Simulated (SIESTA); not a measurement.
## As in SIESTA: the effect of functional

Crystal: As.

```
CELL_PARAMETERS angstrom
1.88080 1.08588 3.51406
-1.88080 1.08588 3.51406
0.00000 -2.17176 3.51406
ATOMIC_POSITIONS crystal
As 0.22600 0.22600 0.22600
As 0.77400 0.77400 0.77400
```

Alike in all runs:

| Item | Value |
| --- | --- |
| Program | SIESTA 5.4.2 |
| Task | band structure |
| Basis | DZP (energy shift 0.003 Ry; two zetas on semicore shells) |
| Grid cutoff | 500 Ry |
| Energy shift | 0.003 Ry |
| k mesh | 9 × 9 × 9 |
| Occupations | fermi-dirac, width 0.05 eV |
| Spin | no spin polarisation |

**Question.** One run gave: pressure 4.1 GPa; largest force 0.86 eV/Å. Which functional did it use?
A. vdW-DF-cx
B. AM05
C. BLYP

**Answer.** A.

```tsv
functional	potentials or basis	pressure (GPa)	largest force (eV/Å)
AM05	PseudoDojo 0.4 standard (PBEsol files)	2.3	0.76
BLYP	PseudoDojo 0.4 standard (PBE files)	10.9	0.83
vdW-DF-cx	PseudoDojo 0.4 standard (PBE files)	4.1	0.86
```

Caveats: the potentials were made for another functional, which shifts forces and pressure; the basis of atomic orbitals isn't converged, which shifts pressures, moduli and gaps.
